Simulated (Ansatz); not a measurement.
Al2Au, 3 atoms in the cell. Symmetry: Fm-3m, No. 225, cubic system. Conventional cell: a = 6.000 Å, b = 6.000 Å, c = 6.000 Å, α = 90.00°, β = 90.00°, γ = 90.00°. Au (site symmetry m-3m) is surrounded by 8 Al at 2.60 Å. Around Al (site symmetry -43m) lie 4 Au at 2.60 Å. 

- Program: Ansatz 0.2.0
- Task: relaxation of cell and atoms
- Functional: PBEsol
- Potentials or basis: Ansatz PAW
- Cutoff: 420 eV (not typed: the program's choice for these potentials)
- k mesh: 8 × 8 × 8
- Occupations: fermi-dirac, width 0.05 eV
- Spin: no spin polarisation

Potentials or basis: Ansatz PAW.

The run is started by

```bash
$ ansatz run input.yaml --threads 2 --pin off --max-ram 5632MiB --backend cpu --events-out ev --progress --plain --runs-dir out
```

Hardware: 2 threads of Arm Neoverse V2, on a shared host.

Problem. How long does it take, and how much memory?

Solution. It took 2.5 s on 2 threads of Arm Neoverse V2 (shared host), peak memory 0.32 GiB. Counts: scf iterations 14, plane waves 1067, k points 29, bands 17, ion steps 3.
